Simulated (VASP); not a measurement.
# Sb (I4/mmm) in VASP: a series of runs

One crystal, Sb, is run at these levels: PBEsol; tasks: single point.

Program: VASP 6.6.1. These are calculated values, not measurements. Logs are shortened: lines on timing, memory, paths and dates and some standing lists are left out, and cuts for length are marked.

## 1. The structure

The structure is tetragonal, space group I4/mmm (No. 139). The conventional cell has a = 3.242 Å, b = 3.242 Å, c = 5.131 Å, α = 90.00°, β = 90.00°, γ = 90.00°. Around Sb (site symmetry 4/mmm) lie 12 Sb at 3.24 to 3.44 Å.

This isn't the form of Sb at room conditions, which is rhombohedral.

## 2. Single point, PBEsol

The input, INCAR:

```
SYSTEM = Sb
PREC = Accurate ; ENCUT = 520
EDIFF = 1E-6 ; ISMEAR = 0
SIGMA = 0.15 ; LREAL = .False.
LASPH = .True. ; NELM = 100
ALGO = Fast ; ISIF = 2
LWAVE = .False. ; LCHARG = .False.
GGA = PS ; NBANDS = 8
```

The input, KPOINTS:

```
Automatic mesh
0
Gamma
  24 24 24
  0 0 0
```

The input, POSCAR:

```
Sb
1.0
   -1.6209729544      1.6209729544      2.5653012759
    1.6209729544     -1.6209729544      2.5653012759
    1.6209729544      1.6209729544     -2.5653012759
Sb
1
Direct
    0.0000000000      0.0000000000      0.0000000000
```

Potentials or basis: VASP PAW PBE potentials, release 64 (Sb).

Command:

```bash
> cat potpaw_PBE.64/Sb/POTCAR > POTCAR
> mpirun -np 1 vasp_std > vasp.out
```

OUTCAR:

```text
SYSTEM = Sb
   PREC = Accurate
   ENCUT = 520
   EDIFF = 1E-6
   ISMEAR = 0
   LREAL = .False.
   LASPH = .True.
   NELM = 100
   ISIF = 2
   GGA = PS

 ion  position               nearest neighbor table
   1  0.000  0.000  0.000-

  LATTYP: Found a body centered tetragonal cell.
 ALAT       =     3.2419459088
 C/A-ratio  =     1.5825688325

  Lattice vectors:

 A1 = (  -1.6209729544,   1.6209729544,   2.5653012759)
 A2 = (   1.6209729544,  -1.6209729544,   2.5653012759)
 A3 = (   1.6209729544,   1.6209729544,  -2.5653012759)

Analysis of symmetry for initial positions (statically):
=====================================================================
 Subroutine PRICEL returns:
 Original cell was already a primitive cell.

 Routine SETGRP: Setting up the symmetry group for a
 body centered tetragonal supercell.

 Subroutine GETGRP returns: Found 16 space group operations
 (whereof 16 operations were pure point group operations)
 out of a pool of 16 trial point group operations.

The static configuration has the point symmetry D_4h.

Analysis of symmetry for dynamics (positions and initial velocities):
=====================================================================
 Subroutine PRICEL returns:
 Original cell was already a primitive cell.

 Routine SETGRP: Setting up the symmetry group for a
 body centered tetragonal supercell.

 Subroutine GETGRP returns: Found 16 space group operations
 (whereof 16 operations were pure point group operations)
 out of a pool of 16 trial point group operations.

The dynamic configuration has the point symmetry D_4h.

 Subroutine INISYM returns: Found 16 space group operations
 (whereof 16 operations are pure point group operations),
 and found     1 'primitive' translations

----------------------------------------------------------------------------------------

                                     Primitive cell

  volume of cell :      26.9619

  direct lattice vectors                    reciprocal lattice vectors
    -1.620972954  1.620972954  2.565301276     0.000000000  0.308456720  0.194908881
     1.620972954 -1.620972954  2.565301276     0.308456720  0.000000000  0.194908881
     1.620972954  1.620972954 -2.565301276     0.308456720  0.308456720  0.000000000

  length of vectors
     3.440330983  3.440330983  3.440330983     0.364876718  0.364876718  0.436223676

  position of ions in fractional coordinates (direct lattice)
     0.000000000  0.000000000  0.000000000

  ion indices of the primitive-cell ions
   primitive index   ion index
                 1           1

[... 70 lines left out ...]
   NELM   =    100;   NELMIN=  2; NELMDL= -5     # of ELM steps
   EDIFF  = 0.1E-05   stopping-criterion for ELM
   LREAL  =      F    real-space projection
[... 7 lines left out ...]
   TEBEG  =    0.0;   TEEND  =   0.0 temperature during run
   PSTRESS=    0.0 pullay stress
   NELECT =       5.0000    total number of electrons
   NUPDOWN=      -1.0000    fix difference up-down
   EMIN   =  10.00;   EMAX   =-10.00  energy-range for DOS
   EFERMI =   0.00;   METHOD = LEGACY
   ISMEAR =     0;   SIGMA  =   0.15  broadening in eV -4-tet -1-fermi 0-gaus
   EFERMI_NEDOS =   21; number of points for ismear=-14 and -15
   IALGO  =     68    algorithm
   IMIX   =      4    mixing-type and parameters
     AMIX     =   0.40;   BMIX     =  1.00
     AMIX_MAG =   1.60;   BMIX_MAG =  1.00
  volume/ion in A,a.u.               =      26.96       181.95
  Fermi-wavevector in a.u.,A,eV,Ry     =   0.933573  1.764197 11.858269  0.871558
  Thomas-Fermi vector in A             =   2.060288
   LORBIT       =      0    0 simple, 1 ext, 2 COOP (PROOUT), +10 PAW based schemes
   GGA     = PS    functional components
   LHFCALC =     F    Hartree Fock is set to
   AEXX    =    0.0000 exact exchange contribution
   IVDW    =     0    specifies the selected vdW correction
   LEPSILON=     F    determine dielectric tensor
   LRPA    =     F    only Hartree local field effects (RPA)
 non-spin polarized calculation
 RMM-DIIS sequential band-by-band and
 Gauss-broadening in eV      SIGMA  =   0.15
  energy-cutoff  :      520.00
  volume of cell :       26.96
 maximum number of plane-waves:       741
 NGX is ok and might be reduce to    28

 number of electron       5.0000000 magnetization

 Free energy of the ion-electron system (eV)
  ---------------------------------------------------
  ext. energy  EPLUGINS =         0.00000000
  ---------------------------------------------------
  free energy    TOTEN  =        -4.30688290 eV

  energy without entropy =       -4.29877231  energy(sigma->0) =       -4.30282760

 E-fermi :   8.3704     XC(G=0): -10.3251

 val. band max:        8.3637134531   @ k =  -0.4167   0.2083   0.0833
 cond. band min:       8.3768592324   @ k =   0.4583   0.3750   0.0833
 fundamental gap:      0.0131457793
 Fermi energy:         8.3704363442

 k-point     1 :       0.0000    0.0000    0.0000
  band No.  band energies     occupation
      1      -4.5729      2.00000
      2      13.5230      0.00000
      3      13.6995      0.00000
      4      13.6995      0.00000
      5      17.9574      0.00000
      6      18.7063      0.00000
      7      18.7063      0.00000
      8      18.7498      0.00000
[... 243 lines left out ...]
 k-point    24 :       0.4583    0.0417   -0.0000
  band No.  band energies     occupation
      1      -0.8680      2.00000
      2       2.7145      2.00000
      3      10.8804      0.00000
      4      12.6364      0.00000
      5      15.5657      0.00000
      6      17.4244      0.00000
      7      18.1288      0.00000
      8      19.5182      0.00000

 [... further k-points ...]

------------------------ aborting loop because EDIFF is reached ----------------------------------------

  FORCE on cell =-STRESS in cart. coord.  units (eV):
  Direction    XX          YY          ZZ          XY          YZ          ZX
  --------------------------------------------------------------------------------------
  -------------------------------------------------------------------------------------
  Total       -0.3564135     -0.3564135     -0.1693770      0.0000000     -0.0000000      0.0000000
  in kB      -21.1794575    -21.1794575    -10.0650314      0.0000000     -0.0000000      0.0000000
  external PRESSURE =     -17.4746488 kB  Pullay stress =       0.0000000 kB

 VOLUME and BASIS-vectors are now :
 -----------------------------------------------------------------------------
  energy-cutoff  :      520.00
  volume of cell :       26.96
      direct lattice vectors                 reciprocal lattice vectors
    -1.620972954  1.620972954  2.565301276     0.000000000  0.308456720  0.194908881
     1.620972954 -1.620972954  2.565301276     0.308456720  0.000000000  0.194908881
     1.620972954  1.620972954 -2.565301276     0.308456720  0.308456720  0.000000000

 POSITION                                       TOTAL-FORCE (eV/Angst)
 -----------------------------------------------------------------------------------
      0.00000      0.00000      0.00000        -0.000000      0.000000      0.000000
 -----------------------------------------------------------------------------------
    total drift:                               -0.000000      0.000000      0.000000

  FREE ENERGIE OF THE ION-ELECTRON SYSTEM (eV)
  ---------------------------------------------------
  free  energy   TOTEN  =        -4.3068828975 eV

  energy  without entropy=       -4.2987723123  energy(sigma->0) =       -4.30282760
```

OSZICAR:

```text
N       E                     dE             d eps       ncg     rms          rms(c)
DAV:   1     0.446108927254E+01    0.44611E+01   -0.16610E+03 17096   0.409E+02
DAV:   2    -0.421975311622E+01   -0.86808E+01   -0.83448E+01 23952   0.520E+01
DAV:   3    -0.431431470062E+01   -0.94562E-01   -0.94145E-01 20808   0.606E+00
DAV:   4    -0.431457605680E+01   -0.26136E-03   -0.26135E-03 26512   0.390E-01
DAV:   5    -0.431457650202E+01   -0.44522E-06   -0.44504E-06 21880   0.102E-02    0.165E+00
RMM:   6    -0.430956990085E+01    0.50066E-02   -0.16191E-03 17034   0.225E-01    0.957E-01
RMM:   7    -0.430687136035E+01    0.26985E-02   -0.38610E-03 19093   0.351E-01    0.446E-02
RMM:   8    -0.430688119729E+01   -0.98369E-05   -0.17350E-04 18810   0.103E-01    0.147E-02
RMM:   9    -0.430688329992E+01   -0.21026E-05   -0.20234E-05 20231   0.339E-02    0.126E-02
RMM:  10    -0.430688289754E+01    0.40238E-06   -0.25260E-06 19637   0.137E-02
   1 F= -.43068829E+01 E0= -.43028276E+01  d E =-.811059E-02
```

stdout:

```text
POSCAR found type information on POSCAR Sb
 POSCAR found :  1 types and       1 ions
 scaLAPACK will be used
 -----------------------------------------------------------------------------
|                                                                             |
|                                                                             |
|     You enforced a specific xc type in the INCAR file but a different       |
|     I HOPE YOU KNOW WHAT YOU ARE DOING!                                     |
|                                                                             |
 -----------------------------------------------------------------------------

 LDA part: xc-table for (Slater+PW92), standard interpolation
 POSCAR, INCAR and KPOINTS ok, starting setup
 FFT: planning ... GRIDC
 FFT: planning ... GRID_SOFT
 FFT: planning ... GRID
 WAVECAR not read
 entering main loop
```

It took 92 s on 1 thread of Intel Xeon 6975P-C (Granite Rapids), shared host; peak memory 0.35 GiB.

What came out:

- Free energy: -4.3069 eV
- Pressure: -1.7 GPa
- Band gap on the k mesh: none (metal or under the smearing width)

Stress tensor (GPa, compression positive):
```
-2.12  0.00  0.00
 0.00 -2.12  0.00
 0.00  0.00 -1.01
```

Caveat: the PAW data sets were made with another functional, which shifts forces and pressure a little. Spin-orbit coupling is left out, which matters for the levels of Sb.

## 3. Single point, PBEsol

This run uses another cell than the first one, of the same volume but with other edges.

The input, INCAR:

```
PREC = Accurate
ENCUT = 520
EDIFF = 1E-7
ISMEAR = 0
SIGMA = 0.15
LREAL = False
LASPH = True
NELM = 100
ALGO = Fast
ISIF = 2
LWAVE = False
LCHARG = False
GGA = PS
NBANDS = 8
```

The input, KPOINTS:

```
regular mesh
0
Gamma
  24 24 24
```

The input, POSCAR:

```
Sb
1.0
   -1.4835811133      1.4835811133      3.0624381264
    1.4835811133     -1.4835811133      3.0624381264
    1.4835811133      1.4835811133     -3.0624381264
Sb
1
Direct
    0.0000000000      0.0000000000      0.0000000000
```

Potentials or basis: VASP PAW PBE potentials, release 64 (Sb).

Command:

```bash
> cat potpaw_PBE.64/Sb/POTCAR > POTCAR
> mpirun -np 1 vasp_std > vasp.out
```

Run time: 1.7 min. Hardware: 1 thread of Intel Xeon 6975P-C (Granite Rapids), shared host; peak memory 0.35 GiB.

The run converged. Its results:

* Free energy: -4.2480 eV
* Pressure: 2.5 GPa
* Band gap on the k mesh: none (metal or under the smearing width)

Stress tensor (GPa, compression positive):
```
 4.91  0.00  0.00
 0.00  4.91  0.00
 0.00  0.00 -2.32
```

Levels at points of the mesh, in eV from the Fermi level:
| k point | band 1 | band 2 | band 3 | band 4 | band 5 | band 6 | band 7 | band 8 |
| --- | --- | --- | --- | --- | --- | --- | --- | --- |
| (0.00, 0.00, 0.00) | -13.10 | 2.27 | 5.90 | 5.90 | 6.98 | 9.33 | 11.64 | 11.69 |
| (0.50, 0.00, 0.00) | -9.04 | -5.90 | 0.36 | 4.55 | 7.36 | 11.82 | 11.89 | 12.40 |
| (0.50, 0.50, 0.00) | -5.61 | -3.96 | -2.02 | 1.30 | 3.09 | 4.73 | 12.84 | 13.26 |
| (0.50, 0.50, 0.50) | -10.86 | -5.94 | 3.89 | 3.89 | 7.25 | 8.24 | 17.88 | 17.88 |

Caveat: the PAW data sets were made with another functional, which shifts forces and pressure a little. Spin-orbit coupling is left out, which matters for the levels of Sb.

(Continued in part 2 of 2.)
